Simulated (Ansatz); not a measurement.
Input, command and steps of an Ansatz relaxation.

```yaml
crystal:
  lattice:
    - [3.9301916771, 0.0, 0.0]
    - [0.0, 3.9301916771, 0.0]
    - [0.0, 0.0, 5.657963436]
  atoms:
    - { symbol: Pb, position: [0.0, 0.0, 0.0] }
    - { symbol: Pb, position: [0.5, 0.5, 0.5] }
    - { symbol: O, position: [0.0, 0.5, 0.203] }
    - { symbol: O, position: [0.0, 0.5, 0.703] }
    - { symbol: O, position: [0.5, 0.0, 0.297] }
    - { symbol: O, position: [0.5, 0.0, 0.797] }
basis:
  ecutwfc: 420
kpoints:
  mp_grid: { grid: [4, 4, 4] }
hamiltonian:
  xc: pbe
scf:
  occupations: { method: gaussian, width: 0.1 }
  lower_state_search: "off"
output:
  forces: true
  stress: true
  eigenvalues: true
relax:
  adjacent_minimum: "off"
  f_tol: 0.04
  max_steps: 70
  cell: { stress_tol: 0.4 }
```

```bash
ansatz run input.yaml --threads 1 --pin off --max-ram 2560MiB --backend cpu --events-out ev --progress --plain --runs-dir out
```

Theory: Ansatz, DFT PBE, scalar-relativistic, plane waves, PAW.

Of 6 frames 6 are shown, positions in Å and forces in eV/Å; the SCF threshold varies from step to step. Steps run on the plane waves of an earlier cell, with a Pulay correction in the pressure. The basis is chosen afresh for the last frame, the zero of the energies, and at times for earlier ones too; energy and pressure step there, also at an unchanged geometry.

```xyz
6
Lattice="3.9302 0.0000 0.0000 0.0000 3.9302 0.0000 0.0000 0.0000 5.6580" Properties=species:S:1:pos:R:3:forces:R:3 pbc="T T T" step=1 free_energy_over_end_meV_per_atom=49.63 pressure_GPa=-8.75
Pb    0.0000    0.0000    0.0000    0.0000    0.0000    0.0000
Pb    1.9651    1.9651    2.8290    0.0000    0.0000    0.0000
O     0.0000    1.9651    1.1486    0.0000    0.0000   -0.3472
O     0.0000    1.9651    3.9775    0.0000    0.0000   -0.3472
O     1.9651    0.0000    1.6804    0.0000    0.0000    0.3472
O     1.9651    0.0000    4.5094    0.0000    0.0000    0.3472
6
Lattice="3.7388 0.0000 0.0000 0.0000 3.7388 0.0000 0.0000 0.0000 5.6664" Properties=species:S:1:pos:R:3:forces:R:3 pbc="T T T" step=2 free_energy_over_end_meV_per_atom=12.87 pressure_GPa=2.88
Pb    0.0000    0.0000    0.0000    0.0000    0.0000    0.0000
Pb    1.8694    1.8694    2.8332    0.0000    0.0000    0.0000
O     0.0000    1.8694    1.1484    0.0000    0.0000   -0.3549
O     0.0000    1.8694    3.9816    0.0000    0.0000   -0.3549
O     1.8694    0.0000    1.6848    0.0000    0.0000    0.3549
O     1.8694    0.0000    4.5180    0.0000    0.0000    0.3549
6
Lattice="3.7990 0.0000 0.0000 0.0000 3.7990 0.0000 0.0000 0.0000 5.6219" Properties=species:S:1:pos:R:3:forces:R:3 pbc="T T T" step=3 free_energy_over_end_meV_per_atom=3.06 pressure_GPa=-0.05
Pb    0.0000    0.0000    0.0000    0.0000    0.0000    0.0000
Pb    1.8995    1.8995    2.8110    0.0000    0.0000    0.0000
O     0.0000    1.8995    1.1076    0.0000    0.0000   -0.1965
O     0.0000    1.8995    3.9185    0.0000    0.0000   -0.1965
O     1.8995    0.0000    1.7034    0.0000    0.0000    0.1965
O     1.8995    0.0000    4.5143    0.0000    0.0000    0.1965
6
Lattice="3.7864 0.0000 0.0000 0.0000 3.7864 0.0000 0.0000 0.0000 5.6986" Properties=species:S:1:pos:R:3:forces:R:3 pbc="T T T" step=4 free_energy_over_end_meV_per_atom=-0.29 pressure_GPa=-0.11
Pb    0.0000    0.0000    0.0000    0.0000    0.0000    0.0000
Pb    1.8932    1.8932    2.8493    0.0000    0.0000    0.0000
O     0.0000    1.8932    1.0943    0.0000    0.0000   -0.1470
O     0.0000    1.8932    3.9436    0.0000    0.0000   -0.1470
O     1.8932    0.0000    1.7549    0.0000    0.0000    0.1470
O     1.8932    0.0000    4.6042    0.0000    0.0000    0.1470
6
Lattice="3.7853 0.0000 0.0000 0.0000 3.7853 0.0000 0.0000 0.0000 5.7444" Properties=species:S:1:pos:R:3:forces:R:3 pbc="T T T" step=5 free_energy_over_end_meV_per_atom=-1.75 pressure_GPa=-0.02
Pb    0.0000    0.0000    0.0000    0.0000    0.0000    0.0000
Pb    1.8926    1.8926    2.8722    0.0000    0.0000    0.0000
O     0.0000    1.8926    1.0672    0.0000    0.0000   -0.0102
O     0.0000    1.8926    3.9395    0.0000    0.0000   -0.0102
O     1.8926    0.0000    1.8050    0.0000    0.0000    0.0102
O     1.8926    0.0000    4.6772    0.0000    0.0000    0.0102
6
Lattice="3.7853 0.0000 0.0000 0.0000 3.7853 0.0000 0.0000 0.0000 5.7444" Properties=species:S:1:pos:R:3:forces:R:3 pbc="T T T" step=6 free_energy_over_end_meV_per_atom=0.00 pressure_GPa=-0.27
Pb    0.0000    0.0000    0.0000    0.0000    0.0000    0.0000
Pb    1.8926    1.8926    2.8722    0.0000    0.0000    0.0000
O     0.0000    1.8926    1.0672    0.0000    0.0000   -0.0107
O     0.0000    1.8926    3.9395    0.0000    0.0000   -0.0107
O     1.8926    0.0000    1.8050    0.0000    0.0000    0.0107
O     1.8926    0.0000    4.6772    0.0000    0.0000    0.0107
```

The start puts this composition into another compound's structure type, which needn't suit it. At the end the space group is P4_2/nmc (tolerance 0.05 Å).

Time: 20 s on 1 thread of Intel(R) Xeon(R) Platinum 8375C CPU @ 2.90GHz (Ice Lake) (shared host), peak memory 0.41 GiB.

The k mesh is coarse. Spin–orbit coupling is left out, which can shift energies with elements as heavy as these.